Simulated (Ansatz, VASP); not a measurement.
# Two plane-wave programs on BAs

INCAR

```
PREC = Accurate ; ENCUT = 520
EDIFF = 1E-8 ; ISMEAR = -1
SIGMA = 0.03 ; LREAL = False
LASPH = True ; NELM = 100
ALGO = Normal ; ISIF = 2
LWAVE = False ; LCHARG = False
GGA = PE ; LEFG = True
NBANDS = 11
```

KPOINTS

```
Automatic mesh
0
Gamma
  15 15 15
```

Contents of POSCAR:

```
BAs
1.0
    0.0000000000      2.4353452264      2.4353452264
    2.4353452264      0.0000000000      2.4353452264
    2.4353452264      2.4353452264      0.0000000000
B As
1 1
Direct
    0.0000000000      0.0000000000      0.0000000000
    0.7500000000      0.7500000000      0.7500000000
```

Input for Ansatz:

```yaml
crystal:
  lattice:
    - [0.0, 2.4353452264, 2.4353452264]
    - [2.4353452264, 0.0, 2.4353452264]
    - [2.4353452264, 2.4353452264, 0.0]
  atoms:
    - { symbol: B, position: [0.0, 0.0, 0.0] }
    - { symbol: As, position: [0.75, 0.75, 0.75] }
kpoints:
  mp_grid: { grid: [15, 15, 15] }
scf:
  occupations: { method: fermi_dirac, width: 0.03 }
hamiltonian:
  xc: pbe
  pseudopotentials: { kind: paw }
output:
  forces: true
  stress: true
  eigenvalues: true
  efg: { contact_densities: true }
```

Change from the starting cell: volume scaled by 1.06, PAW files.

Alike in both runs: task electric field gradients; functional PBE; k mesh 15 × 15 × 15; occupations fermi-dirac, width 0.03 eV; no spin polarisation.

```csv
,VASP,Ansatz
version,VASP 6.6.1,Ansatz 0.2.0
potentials or method,"VASP PAW PBE potentials, release 64 (B, As)","PAW with Ansatz's default frozen-core files, scalar-relativistic"
plane-wave cutoff (eV),520,420
valence electrons in the cell,8,18
```

```tsv
	VASP	Ansatz	Ansatz less VASP
gap on the k mesh at the Fermi level (eV)	1.23	1.24	+0.007
pressure (GPa)	-4.1	-4.6	-0.49
Vzz of the field gradient on the site that differs most (V/Å²)	0.0	0.0	0.00
```

The two sets of potentials don't hold the same shells in valence.

Caveats: an odd mesh through Γ misses points on the zone boundary, where band edges often lie.
